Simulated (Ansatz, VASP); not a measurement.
**CoO in VASP and in Ansatz**

File INCAR:

```
SYSTEM = CoO
ALGO = Normal ; EDIFF = 1E-6
ENCUT = 520 ; GGA = PS
ISIF = 2 ; ISMEAR = 0
ISPIN = 2 ; LASPH = .TRUE.
LCHARG = .FALSE. ; LMAXMIX = 4
LORBIT = 11 ; LREAL = .FALSE.
LWAVE = .FALSE. ; MAGMOM = 2.75 0.38
NBANDS = 18 ; NELM = 150
PREC = Accurate ; SIGMA = 0.1
```

KPOINTS

```
k-points
0
G
  9 9 9
  0 0 0
```

File POSCAR:

```
CoO
1.0
    1.5054695445      0.8691832468      2.4399269062
   -1.5054695445      0.8691832468      2.4399269062
    0.0000000000     -1.7383664936      2.4399269062
Co O
1 1
Direct
    0.0000000000      0.0000000000      0.0000000000
    0.5000000000      0.5000000000      0.5000000000
```

Input for Ansatz:

```yaml
crystal:
  lattice:
    - [1.5054695445, 0.8691832468, 2.4399269062]
    - [-1.5054695445, 0.8691832468, 2.4399269062]
    - [0.0, -1.7383664936, 2.4399269062]
  atoms:
    - { symbol: Co, position: [0.0, 0.0, 0.0], spin: 2.75 }
    - { symbol: O, position: [0.5, 0.5, 0.5], spin: 0.38 }
basis:
  ecutwfc: 420
kpoints:
  mp_grid: { grid: [9, 9, 9] }
hamiltonian:
  xc: pbesol
scf:
  occupations: { method: gaussian, width: 0.1 }
output:
  forces: true
  stress: true
  eigenvalues: true
  populations: true
magnetization:
  spin_polarized: true
```

Alike in both runs: task single point; functional PBEsol; k mesh 9 × 9 × 9; occupations gaussian, width 0.1 eV; collinear spin.

|  | VASP | Ansatz |
| --- | --- | --- |
| version | VASP 6.6.1 | Ansatz 0.2.0 |
| potentials or method | VASP PAW PBE potentials, release 64 (Co, O) | scalar-relativistic, plane waves, PAW |
| plane-wave cutoff (eV) | 520 | 420 |
| valence electrons in the cell | 15 | 23 |

Ansatz gave:

* gap on the k mesh at the Fermi level (eV): none
* pressure (GPa): -9.2
* largest component of the traceless stress (GPa): 0.30
* net moment per atom (μB): 1.47
* size of the moment on the site where the two differ most (μB): 2.49

**Question.** Which values does VASP return?

**Answer.** gap on the k mesh at the Fermi level (eV): none; pressure (GPa): -9.9; largest component of the traceless stress (GPa): 0.27; net moment per atom (μB): 1.45; size of the moment on the site where the two differ most (μB): 2.54.

Site moments also hang on the region over which each program counts them. A gap of «none» marks a metal or a gap that the smearing closes. With one functional, cell and mesh, what is left measures potentials, basis and numerics. The two sets of potentials don't hold the same shells in valence.

Caveats: the PAW data sets were made with another functional, which shifts forces and pressure a little (VASP); a cell with one magnetic atom can't hold antiferromagnetic order, which such compounds often take; semilocal functionals often make such compounds metallic where correlation or magnetic order opens a gap, which also shifts bond lengths.
